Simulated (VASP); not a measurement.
# InP (Fm-3m) in VASP: a series of runs

The runs below take InP through single point, relaxation of cell and atoms, with LDA.

All numbers are computed with VASP 6.6.1; they aren't measurements. Logs are shortened: lines on timing, memory, paths and dates and some standing lists are left out, and cuts for length are marked.

**1. The structure**

Symmetry: Fm-3m, No. 225, cubic system. Conventional cell: a = 5.417 Å, b = 5.417 Å, c = 5.417 Å, α = 90.00°, β = 90.00°, γ = 90.00°. Around In (site symmetry m-3m) lie 6 P at 2.71 Å. P (site symmetry m-3m) is surrounded by 6 In at 2.71 Å.

Measurements of this composition are mostly on another form, of space group No. 216.

**2. Single point, LDA**

INCAR reads:

```
SYSTEM = InP
PREC = Accurate ; ENCUT = 520
EDIFF = 1E-6 ; ISMEAR = 0
SIGMA = 0.1 ; LREAL = .FALSE.
LASPH = .TRUE. ; NELM = 100
ALGO = Fast ; ISIF = 2
LWAVE = .FALSE. ; LCHARG = .FALSE.
NBANDS = 16
```

KPOINTS reads:

```
Automatic mesh
0
G
  14 14 14
  0 0 0
```

POSCAR reads:

```
InP
1.0
    0.0000000000      2.7087207082      2.7087207082
    2.7087207082      0.0000000000      2.7087207082
    2.7087207082      2.7087207082      0.0000000000
In P
1 1
Direct
    0.0000000000      0.0000000000      0.0000000000
    0.5000000000      0.5000000000      0.5000000000
```

Potentials or basis: VASP PAW LDA potentials, release 64 (In_d, P).

Started as:

```sh
> cat potpaw_LDA.64/In_d/POTCAR potpaw_LDA.64/P/POTCAR > POTCAR
> mpirun -np 1 vasp_std > vasp.out
```

OUTCAR:

```text
SYSTEM = InP
   PREC = Accurate
   ENCUT = 520
   EDIFF = 1E-6
   ISMEAR = 0
   LREAL = .FALSE.
   LASPH = .TRUE.
   NELM = 100
   ISIF = 2

 ion  position               nearest neighbor table
   1  0.000  0.000  0.000-   2 2.71   2 2.71   2 2.71   2 2.71   2 2.71   2 2.71
   2  0.500  0.500  0.500-   1 2.71   1 2.71   1 2.71   1 2.71   1 2.71   1 2.71

  LATTYP: Found a face centered cubic cell.
 ALAT       =     5.4174414164

  Lattice vectors:

 A1 = (   0.0000000000,   2.7087207082,   2.7087207082)
 A2 = (   2.7087207082,   0.0000000000,   2.7087207082)
 A3 = (   2.7087207082,   2.7087207082,   0.0000000000)

Analysis of symmetry for initial positions (statically):
=====================================================================
 Subroutine PRICEL returns:
 Original cell was already a primitive cell.

 Routine SETGRP: Setting up the symmetry group for a
 face centered cubic supercell.

 Subroutine GETGRP returns: Found 48 space group operations
 (whereof 48 operations were pure point group operations)
 out of a pool of 48 trial point group operations.

The static configuration has the point symmetry O_h .

Analysis of symmetry for dynamics (positions and initial velocities):
=====================================================================
 Subroutine PRICEL returns:
 Original cell was already a primitive cell.

 Routine SETGRP: Setting up the symmetry group for a
 face centered cubic supercell.

 Subroutine GETGRP returns: Found 48 space group operations
 (whereof 48 operations were pure point group operations)
 out of a pool of 48 trial point group operations.

The dynamic configuration has the point symmetry O_h .

 Subroutine INISYM returns: Found 48 space group operations
 (whereof 48 operations are pure point group operations),
 and found     1 'primitive' translations

----------------------------------------------------------------------------------------

                                     Primitive cell

  volume of cell :      39.7487

  direct lattice vectors                    reciprocal lattice vectors
     0.000000000  2.708720708  2.708720708    -0.184588983  0.184588983  0.184588983
     2.708720708  0.000000000  2.708720708     0.184588983 -0.184588983  0.184588983
     2.708720708  2.708720708  0.000000000     0.184588983  0.184588983 -0.184588983

  length of vectors
     3.830709562  3.830709562  3.830709562     0.319717497  0.319717497  0.319717497

  position of ions in fractional coordinates (direct lattice)
     0.000000000  0.000000000  0.000000000
     0.500000000  0.500000000  0.500000000

  ion indices of the primitive-cell ions
   primitive index   ion index
                 1           1
                 2           2

----------------------------------------------------------------------------------------

 KPOINTS: Automatic mesh

Automatic generation of k-mesh.
 Grid dimensions read from file:
 generate k-points for:   14   14   14

 Generating k-lattice:

  Cartesian coordinates                     Fractional coordinates (reciprocal lattice)
    -0.013184927  0.013184927  0.013184927     0.071428571  0.000000000  0.000000000
     0.013184927 -0.013184927  0.013184927     0.000000000  0.071428571  0.000000000
     0.013184927  0.013184927 -0.013184927     0.000000000  0.000000000  0.071428571

  Length of vectors
     0.022836964  0.022836964  0.022836964

  Shift w.r.t. Gamma in fractional coordinates (k-lattice)
     0.000000000  0.000000000  0.000000000

 Subroutine IBZKPT returns following result:
 ===========================================

 Found    104 irreducible k-points:

 Following reciprocal coordinates:
            Coordinates               Weight
  0.000000  0.000000  0.000000      1.000000
  0.071429  0.000000  0.000000      8.000000
  0.142857  0.000000  0.000000      8.000000
  0.214286  0.000000  0.000000      8.000000
  0.285714  0.000000  0.000000      8.000000
  0.357143  0.000000  0.000000      8.000000
[... 16 lines left out ...]
  0.214286  0.142857  0.000000     24.000000
  0.285714  0.142857  0.000000     24.000000
 [... further k-points ...]
   k-points           NKPTS =    104   k-points in BZ     NKDIM =    104   number of bands    NBANDS=     16
   number of dos      NEDOS =    301   number of ions     NIONS =      2
   total plane-waves  NPLWV =  21952
   dimension x,y,z NGX =    28 NGY =   28 NGZ =   28
   dimension x,y,z NGXF=    56 NGYF=   56 NGZF=   56
   ions per type =               1   1
   NGX,Y,Z   is equivalent  to a cutoff of  12.15, 12.15, 12.15 a.u.
   NGXF,Y,Z  is equivalent  to a cutoff of  24.30, 24.30, 24.30 a.u.
 SYSTEM =  InP
   PREC   = accura    normal or accurate (medium, high low for compatibility)
   ISTART =      0    job   : 0-new  1-cont  2-samecut
   ICHARG =      2    charge: 1-file 2-atom 10-const
   ISPIN  =      1    spin polarized calculation?
   LNONCOLLINEAR =      F non collinear calculations
   LSORBIT =      F    spin-orbit coupling
   LASPH  =      T    aspherical Exc in radial PAW
   ENCUT  =  520.0 eV  38.22 Ry    6.18 a.u.   7.12  7.12  7.12*2*pi/ulx,y,z
   NELM   =    100;   NELMIN=  2; NELMDL= -5     # of ELM steps
   EDIFF  = 0.1E-05   stopping-criterion for ELM
   LREAL  =      F    real-space projection
   EDIFFG = 0.1E-04   stopping-criterion for IOM
   NSW    =      0    number of steps for IOM
   IBRION =     -1    ionic relax: 0-MD 1-quasi-New 2-CG
   NFREE  =      0    steps in history (QN), initial steepest desc. (CG)
   ISIF   =      2    stress and relaxation
   ISYM   =      2    0-nonsym 1-usesym 2-fastsym
   POTIM  = 0.5000    time-step for ionic-motion
   TEBEG  =    0.0;   TEEND  =   0.0 temperature during run
   PSTRESS=    0.0 pullay stress
   NELECT =      18.0000    total number of electrons
   NUPDOWN=      -1.0000    fix difference up-down
   EMIN   =  10.00;   EMAX   =-10.00  energy-range for DOS
   EFERMI =   0.00;   METHOD = LEGACY
   ISMEAR =     0;   SIGMA  =   0.10  broadening in eV -4-tet -1-fermi 0-gaus
   EFERMI_NEDOS =   21; number of points for ismear=-14 and -15
   IALGO  =     68    algorithm
   IMIX   =      4    mixing-type and parameters
     AMIX     =   0.40;   BMIX     =  1.00
     AMIX_MAG =   1.60;   BMIX_MAG =  1.00
  volume/ion in A,a.u.               =      19.87       134.12
  Fermi-wavevector in a.u.,A,eV,Ry     =   1.257163  2.375693 21.503433  1.580458
  Thomas-Fermi vector in A             =   2.390835
   LORBIT       =      0    0 simple, 1 ext, 2 COOP (PROOUT), +10 PAW based schemes
   GGA     = CA    functional components
   LHFCALC =     F    Hartree Fock is set to
   AEXX    =    0.0000 exact exchange contribution
   IVDW    =     0    specifies the selected vdW correction
   LEPSILON=     F    determine dielectric tensor
   LRPA    =     F    only Hartree local field effects (RPA)
 non-spin polarized calculation
 RMM-DIIS sequential band-by-band and
 Gauss-broadening in eV      SIGMA  =   0.10
  energy-cutoff  :      520.00
  volume of cell :       39.75
 maximum number of plane-waves:      1090
   NGX = 15   NGY = 15   NGZ = 15

 number of electron      18.0000010 magnetization

 Free energy of the ion-electron system (eV)
  ---------------------------------------------------
  ext. energy  EPLUGINS =         0.00000000
  ---------------------------------------------------
  free energy    TOTEN  =        -9.32212893 eV

  energy without entropy =       -9.31609766  energy(sigma->0) =       -9.31911329

 E-fermi :   7.6554     XC(G=0): -10.9416

 val. band max:        7.6534777795   @ k =   0.3571   0.1429   0.0714
 cond. band min:       7.6785679789   @ k =  -0.3571   0.1429   0.0000
 fundamental gap:      0.0250901994
 Fermi energy:         7.6554126531

 k-point     1 :       0.0000    0.0000    0.0000
  band No.  band energies     occupation
      1      -6.5633      2.00000
      2      -6.5633      2.00000
      3      -6.5346      2.00000
      4      -6.5346      2.00000
      5      -6.5346      2.00000
      6      -4.8298      2.00000
[... 8 lines left out ...]
     15      16.3934      0.00000
     16      16.3935      0.00000

 k-point     2 :       0.0714    0.0000    0.0000
  band No.  band energies     occupation
      1      -6.5661      2.00000
      2      -6.5661      2.00000
      3      -6.5350      2.00000
      4      -6.5306      2.00000
      5      -6.5306      2.00000
      6      -4.7609      2.00000
[... 8 lines left out ...]
     15      15.7851      0.00000
     16      16.3629      0.00000

 k-point     3 :       0.1429    0.0000    0.0000
  band No.  band energies     occupation
      1      -6.5761      2.00000
      2      -6.5761      2.00000
      3      -6.5365      2.00000
      4      -6.5172      2.00000
      5      -6.5172      2.00000
      6      -4.5552      2.00000
[... 8 lines left out ...]
     15      15.6603      0.00000
     16      16.1656      0.00000

 k-point     4 :       0.2143    0.0000    0.0000
  band No.  band energies     occupation
      1      -6.5922      2.00000
      2      -6.5922      2.00000
      3      -6.5399      2.00000
      4      -6.4963      2.00000
      5      -6.4963      2.00000
      6      -4.2185      2.00000
[... 8 lines left out ...]
     15      16.1586      0.00000
     16      16.1586      0.00000

 k-point     5 :       0.2857    0.0000    0.0000
  band No.  band energies     occupation
      1      -6.6104      2.00000
      2      -6.6104      2.00000
      3      -6.5448      2.00000
      4      -6.4723      2.00000
      5      -6.4723      2.00000
      6      -3.7664      2.00000
[... 8 lines left out ...]
     15      16.9015      0.00000
     16      16.9015      0.00000

 k-point     6 :       0.3571    0.0000    0.0000
  band No.  band energies     occupation
      1      -6.6269      2.00000
      2      -6.6269      2.00000
      3      -6.5501      2.00000
      4      -6.4504      2.00000
      5      -6.4504      2.00000
      6      -3.2376      2.00000
[... 8 lines left out ...]
     15      17.7879      0.00000
     16      17.7879      0.00000

 k-point     7 :       0.4286    0.0000    0.0000
  band No.  band energies     occupation
      1      -6.6384      2.00000
      2      -6.6384      2.00000
      3      -6.5541      2.00000
      4      -6.4351      2.00000
      5      -6.4351      2.00000
      6      -2.7337      2.00000
[... 8 lines left out ...]
     15      18.6676      0.00000
     16      18.6676      0.00000

 k-point     8 :       0.5000    0.0000    0.0000
  band No.  band energies     occupation
      1      -6.6424      2.00000
      2      -6.6424      2.00000
      3      -6.5556      2.00000
      4      -6.4296      2.00000
      5      -6.4296      2.00000
      6      -2.4969      2.00000
[... 8 lines left out ...]
     15      19.1131      0.00000
     16      19.1131      0.00000

 k-point     9 :       0.0714    0.0714    0.0000
  band No.  band energies     occupation
      1      -6.5738      2.00000
      2      -6.5603      2.00000
      3      -6.5382      2.00000
      4      -6.5281      2.00000
      5      -6.5281      2.00000
      6      -4.7367      2.00000
[... 8 lines left out ...]
     15      16.8371      0.00000
     16      16.8374      0.00000
[... 172 lines left out ...]
 k-point    19 :      -0.2143    0.0714    0.0000
  band No.  band energies     occupation
      1      -6.6049      2.00000
      2      -6.5978      2.00000
      3      -6.5402      2.00000
      4      -6.4945      2.00000
      5      -6.4816      2.00000
      6      -4.0121      2.00000
[... 8 lines left out ...]
     15      16.5186      0.00000
     16      17.4264      0.00000

 k-point    20 :      -0.1429    0.0714    0.0000
  band No.  band energies     occupation
      1      -6.5886      2.00000
      2      -6.5794      2.00000
      3      -6.5379      2.00000
      4      -6.5143      2.00000
      5      -6.5027      2.00000
      6      -4.3925      2.00000
[... 8 lines left out ...]
     15      16.6686      0.00000
     16      16.7468      0.00000

 k-point    21 :      -0.0714    0.0714    0.0000
  band No.  band energies     occupation
      1      -6.5753      2.00000
      2      -6.5677      2.00000
      3      -6.5365      2.00000
      4      -6.5266      2.00000
      5      -6.5200      2.00000
      6      -4.6451      2.00000
[... 8 lines left out ...]
     15      16.1826      0.00000
     16      16.7922      0.00000

 k-point    22 :       0.1429    0.1429    0.0000
  band No.  band energies     occupation
      1      -6.6126      2.00000
      2      -6.5520      2.00000
      3      -6.5482      2.00000
      4      -6.5096      2.00000
      5      -6.5096      2.00000
      6      -4.4481      2.00000
[... 8 lines left out ...]
     15      17.8836      0.00000
     16      18.0412      0.00000

 k-point    23 :       0.2143    0.1429    0.0000
  band No.  band energies     occupation
      1      -6.6416      2.00000
      2      -6.5538      2.00000
      3      -6.5524      2.00000
      4      -6.4974      2.00000
      5      -6.4917      2.00000
      6      -4.1851      2.00000
[... 8 lines left out ...]
     15      17.6689      0.00000
     16      18.0824      0.00000

 k-point    24 :       0.2857    0.1429    0.0000
  band No.  band energies     occupation
      1      -6.6686      2.00000
      2      -6.5660      2.00000
      3      -6.5523      2.00000
      4      -6.4857      2.00000
      5      -6.4676      2.00000
      6      -3.7962      2.00000
[... 8 lines left out ...]
     15      17.9866      0.00000
     16      18.1632      0.00000

 [... further k-points ...]
[... 5 lines left out ...]
  --------------------------------------------------------------------------------------
  -------------------------------------------------------------------------------------
  Total       -0.0129102     -0.0129102     -0.0129102     -0.0000000      0.0000000     -0.0000000
  in kB       -0.5203787     -0.5203787     -0.5203787     -0.0000000      0.0000000     -0.0000000
  external PRESSURE =      -0.5203787 kB  Pullay stress =       0.0000000 kB

 VOLUME and BASIS-vectors are now :
 -----------------------------------------------------------------------------
  energy-cutoff  :      520.00
  volume of cell :       39.75
      direct lattice vectors                 reciprocal lattice vectors
     0.000000000  2.708720708  2.708720708    -0.184588983  0.184588983  0.184588983
     2.708720708  0.000000000  2.708720708     0.184588983 -0.184588983  0.184588983
     2.708720708  2.708720708  0.000000000     0.184588983  0.184588983 -0.184588983

 POSITION                                       TOTAL-FORCE (eV/Angst)
 -----------------------------------------------------------------------------------
      0.00000      0.00000      0.00000        -0.000000     -0.000000      0.000000
      2.70872      2.70872      2.70872         0.000000      0.000000     -0.000000
 -----------------------------------------------------------------------------------
    total drift:                               -0.000000      0.000000      0.000000

  FREE ENERGIE OF THE ION-ELECTRON SYSTEM (eV)
  ---------------------------------------------------
  free  energy   TOTEN  =        -9.3221289250 eV

  energy  without entropy=       -9.3160976615  energy(sigma->0) =       -9.31911329
```

Wall time 50 s (1 thread of Intel Xeon Platinum 8488C (Sapphire Rapids), shared host); peak memory 0.18 GiB.

Results:

| Property | Result |
| --- | --- |
| Free energy | -9.3221 eV |
| Pressure | -0.1 GPa |
| Band gap on the k mesh | none (metal or under the smearing width) |

**3. Relaxation of cell and atoms, LDA**

INCAR reads:

```
SYSTEM = InP
PREC = Accurate
ENCUT = 600
EDIFF = 1E-6
ISMEAR = 0
SIGMA = 0.1
LREAL = .FALSE.
LASPH = .TRUE.
NELM = 100
ALGO = Fast
ISIF = 3
LWAVE = .FALSE.
LCHARG = .FALSE.
IBRION = 2
NSW = 100
EDIFFG = -0.005
```

KPOINTS is that of step 2.

POSCAR reads:

```
InP
1.0
    0.0000000000      2.7075057477      2.7075057477
    2.7075057477      0.0000000000      2.7075057477
    2.7075057477      2.7075057477      0.0000000000
In P
1 1
Direct
    0.0000000000      0.0000000000      0.0000000000
    0.5000000000      0.5000000000      0.5000000000
```

Potentials or basis: VASP PAW LDA potentials, release 64 (In_d, P).

Started as:

```sh
> cat potpaw_LDA.64/In_d/POTCAR potpaw_LDA.64/P/POTCAR > POTCAR
> mpirun -np 1 vasp_std > vasp.out
```

It took 1.8 min on 1 thread of Intel Xeon Platinum 8488C (Sapphire Rapids), shared host; peak memory 0.21 GiB.

It converged, with:

| Property | Result |
| --- | --- |
| Free energy | -9.3222 eV |
| Relaxed volume | 19.89 Å³/atom |
| Relaxed cell | a = 3.832 Å, b = 3.832 Å, c = 3.832 Å, α = 60.00°, β = 60.00°, γ = 60.00° |
| Space group after relaxing (to 0.05 Å) | Fm-3m (No. 225) |
| Energy gained by relaxing | 0.0 meV/atom |
| Ionic steps | 3 |
| Pressure after relaxing | 0.0 GPa |
| Band gap on the k mesh | none (metal or under the smearing width) |

Final structure:
```yaml
crystal:
  lattice:
    - [0.00000, 2.70944, 2.70944]
    - [2.70944, 0.00000, 2.70944]
    - [2.70944, 2.70944, 0.00000]
  atoms:
    - { symbol: In, position: [0.00000, 0.00000, 0.00000] }
    - { symbol: P, position: [0.50000, 0.50000, 0.50000] }
```

Levels at points of the mesh, in eV from the Fermi level:
```tsv
k point	band 7	band 8	band 9	band 10	band 11	band 12
(0.00, 0.00, 0.00)	-0.30	-0.30	-0.30	0.94	7.17	7.17
(0.50, 0.00, 0.00)	-7.02	0.23	0.23	2.47	3.33	3.33
(0.50, 0.50, 0.00)	-5.35	-2.54	-2.53	-2.53	3.74	10.29
```
